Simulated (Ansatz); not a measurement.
CH₄N₂O (`N=C(N)O`), relaxed with RKS PBE-D4/def2-SVP in the Gaussian-basis code of Ansatz from a rough embedded geometry. The force threshold is 0.03 eV/Å; the program also tests the step.

Total charge 0; spin multiplicity 1.

Start:

```xyz
8

N     1.153   -0.511   -0.357
C     0.139    0.042   -0.006
N    -0.382   -0.013    1.193
O    -0.646    0.732   -0.811
H     1.421   -0.372   -1.357
H    -0.070   -0.799    1.780
H    -1.427    0.132    1.251
H    -0.188    0.788   -1.694
```

Problem. How much energy does the relaxation release, and in how many steps? (Best estimate.)

Solution. Computed: 13.79 kcal/mol, in 5 steps.

Problem. Which bonds change most? (An estimate is asked.)

Solution. Computed: N1–C2 from 1.207 to 1.285 Å; C2–N3 from 1.309 to 1.378 Å; C2–O4 from 1.319 to 1.376 Å; N3–H7 from 1.056 to 1.020 Å.

Problem. Give the relaxed structure. (Best estimate.)

Solution. Ansatz gave: 
```xyz
8

N     1.200   -0.598   -0.359
C     0.114    0.015   -0.052
N    -0.423   -0.034    1.217
O    -0.666    0.822   -0.848
H     1.506   -0.382   -1.318
H    -0.037   -0.769    1.808
H    -1.430    0.114    1.289
H    -0.263    0.831   -1.736
```
